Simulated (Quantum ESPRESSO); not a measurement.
**HfN under changes of volume**

One of the cells (11.482 Å³/atom); the others are scaled copies at fixed shape and fractional positions:

```
Hf N
1.0
     0.00000    2.25600    2.25600
     2.25600    0.00000    2.25600
     2.25600    2.25600    0.00000
Hf N
1 1
Cartesian
  0.0000 0.0000 0.0000
  2.2560 2.2560 2.2560
```

```yaml
Program: Quantum ESPRESSO 7.5
Functional: r2SCAN
Potentials_or_basis: SG15 PBE 1.2
Cutoff: 1197 eV
Density_cutoff: 4789 eV
k_mesh: 6 × 6 × 6
Occupations: fermi-dirac, width 0.05 eV
Spin: no spin polarisation
```

```csv
volume (Å³/atom),energy over the lowest point (meV/atom),pressure (GPa)
10.793,12.62,11.3
11.023,?,?
11.252,0.00,-2.1
11.482,7.01,-7.7
11.712,21.65,-12.7
11.941,43.09,-17.2
12.171,70.61,-21.2
```

Problem. What does the run at 11.023 Å³/atom give?

Solution. Energy over the lowest point 1.53 meV/atom; pressure 4.2 GPa.

Worked out: A Birch-Murnaghan fit of order 3 (a polynomial in V^(-2/3)) to the other rows has its minimum at 11.18 Å³/atom with B0 = V·E''(V) = 301 GPa and B' = 4.5. It gives 1.51 meV/atom at 11.023 Å³/atom, against the run's 1.53, and -dE/dV = 4.3 GPa, against 4.2.

Energies are extrapolated to zero smearing.

Caveats: all runs use coarse meshes; the potentials were made for another functional, which shifts forces and pressure.
